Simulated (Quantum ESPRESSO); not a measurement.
Wanted: the native input for a Quantum ESPRESSO 7.5 run.

| Item | Value |
| --- | --- |
| Task | projected density of states |
| Functional | RPBE |
| Dispersion | D3 |
| Potentials or basis | PseudoDojo 0.4.1 SR PBE standard |
| Cutoff | 898 eV |
| Density cutoff | 3592 eV |
| k mesh | 6 × 6 × 1 |
| Occupations | methfessel-paxton, width 0.2 eV |
| Spin | no spin polarisation |
| Boundary across the vacuum | dipole |
| Dos occupations | tetrahedra_opt |
| Tefield | yes |
| Dipfield | yes |
| Emaxpos | 0.9768 |
| Eopreg | 0.0465 |
| Eamp | 0 |
| Mixing mode | local-TF |
| Mixing beta | 0.3 |
| Most SCF iterations | 150 |
| SCF threshold | 6e-09 Ry |

Bi, a slab with vacuum:

```
Bi
1.0
     4.52639    0.00000    0.00000
     0.00000    4.65841    0.00000
     0.00000    0.00000   21.52749
Bi
6
Cartesian
  3.3948 0.7320 7.5000
  1.1316 3.0545 7.5155
  3.3948 0.5660 10.7550
  1.1316 2.8885 10.7706
  3.3948 0.3860 14.0119
  1.1316 2.7085 14.0275
```

The input as run:

pw.in

```
&CONTROL
  calculation = 'scf'
  prefix = 'pwscf'
  outdir = './tmp'
  pseudo_dir = './pseudo'
  tprnfor = .true.
  disk_io = 'low'
  tefield = .true.
  dipfield = .true.
/
&SYSTEM
  ibrav = 0
  celldm(1) = 8
  nat = 6
  ntyp = 1
  ecutwfc = 66
  nbnd = 58
  input_dft = 'rpbe'
  occupations = 'smearing'
  smearing = 'mp'
  degauss = 0.01469973
  vdw_corr = 'grimme-d3'
  dftd3_version = 3
  edir = 3
  emaxpos = 0.9768
  eopreg = 0.0465
  eamp = 0
/
&ELECTRONS
  conv_thr = 6d-09
  electron_maxstep = 150
  mixing_beta = 0.3
  mixing_mode = 'local-TF'
/
ATOMIC_SPECIES
Bi   208.9804 Bi.upf
CELL_PARAMETERS alat
  1.0692043437292   0.0000000000000   0.0000000000000
  0.0000000000000   1.1003904003989   0.0000000000000
  0.0000000000000   0.0000000000000   5.0851319322260
ATOMIC_POSITIONS crystal
Bi     0.7500000000    0.1571351754    0.3483917950
Bi     0.2500000000    0.6556953391    0.3491136348
Bi     0.7500000000    0.1214990508    0.4995946285
Bi     0.2500000000    0.6200592145    0.5003164683
Bi     0.7500000000    0.0828666387    0.6508863652
Bi     0.2500000000    0.5814268024    0.6516082050
K_POINTS automatic
6 6 1 0 0 0
```

pp_density.in

```
&INPUTPP
  prefix = 'pwscf'
  outdir = './tmp'
  filplot = 'density.dat'
  plot_num = 0
/
&PLOT
  nfile = 1
  filepp(1) = 'density.dat'
  iflag = 3
  output_format = 6
  fileout = 'density.cube'
/
```

pp_potential.in

```
&INPUTPP
  prefix = 'pwscf'
  outdir = './tmp'
  filplot = 'potential.dat'
  plot_num = 11
/
&PLOT
  nfile = 1
  filepp(1) = 'potential.dat'
  iflag = 3
  output_format = 6
  fileout = 'potential.cube'
/
```

pp_elf.in

```
&INPUTPP
  prefix = 'pwscf'
  outdir = './tmp'
  filplot = 'elf.dat'
  plot_num = 8
/
&PLOT
  nfile = 1
  filepp(1) = 'elf.dat'
  iflag = 3
  output_format = 6
  fileout = 'elf.cube'
/
```

nscf.in

```
&CONTROL
  calculation = 'nscf'
  prefix = 'pwscf'
  outdir = './tmp'
  pseudo_dir = './pseudo'
  disk_io = 'low'
  tefield = .true.
  dipfield = .true.
/
&SYSTEM
  ibrav = 0
  celldm(1) = 8
  nat = 6
  ntyp = 1
  ecutwfc = 66
  nbnd = 58
  input_dft = 'rpbe'
  occupations = 'tetrahedra_opt'
  vdw_corr = 'grimme-d3'
  dftd3_version = 3
  edir = 3
  emaxpos = 0.9768
  eopreg = 0.0465
  eamp = 0
/
&ELECTRONS
  conv_thr = 1d-08
  electron_maxstep = 150
  mixing_beta = 0.3
  mixing_mode = 'local-TF'
  startingwfc = 'random'
/
ATOMIC_SPECIES
Bi   208.9804 Bi.upf
CELL_PARAMETERS alat
  1.0692043437292   0.0000000000000   0.0000000000000
  0.0000000000000   1.1003904003989   0.0000000000000
  0.0000000000000   0.0000000000000   5.0851319322260
ATOMIC_POSITIONS crystal
Bi     0.7500000000    0.1571351754    0.3483917950
Bi     0.2500000000    0.6556953391    0.3491136348
Bi     0.7500000000    0.1214990508    0.4995946285
Bi     0.2500000000    0.6200592145    0.5003164683
Bi     0.7500000000    0.0828666387    0.6508863652
Bi     0.2500000000    0.5814268024    0.6516082050
K_POINTS automatic
9 9 2 0 0 0
```

projwfc.in

```
&PROJWFC
  prefix = 'pwscf'
  outdir = './tmp'
  filpdos = 'p'
  Emin = -13
  Emax = 12
  DeltaE = 0.05
/
```

Potentials or basis: PseudoDojo 0.4.1 SR PBE standard.

Launch:

```sh
$ OMP_NUM_THREADS=1 mpirun -n 2 pw.x -nk 2 -in pw.in > pw.out
$ OMP_NUM_THREADS=1 mpirun -n 1 pp.x -in pp_density.in > pp_density.out
$ OMP_NUM_THREADS=1 mpirun -n 1 pp.x -in pp_potential.in > pp_potential.out
$ OMP_NUM_THREADS=1 mpirun -n 1 pp.x -in pp_elf.in > pp_elf.out
$ OMP_NUM_THREADS=1 mpirun -n 2 pw.x -nk 2 -in nscf.in > nscf.out
$ OMP_NUM_THREADS=1 mpirun -n 1 projwfc.x -in projwfc.in > projwfc.out
```

It gave:

```json
{
 "Largest force": "0.114 eV/Å",
 "Band gap on the k mesh": "none (metal or under the smearing width)",
 "Dipole across the slab": "0.00 D",
 "Work function of the upper face": "4.11 eV",
 "Work function of the lower face": "4.11 eV"
}
```

Caveat: the potentials were made for another functional, which shifts forces and pressure; spin-orbit coupling is left out, which moves the levels of the heavy elements.

It took 32 min on 2 MPI ranks on Arm Neoverse V2 (shared host), peak memory 2.4 GiB a rank.
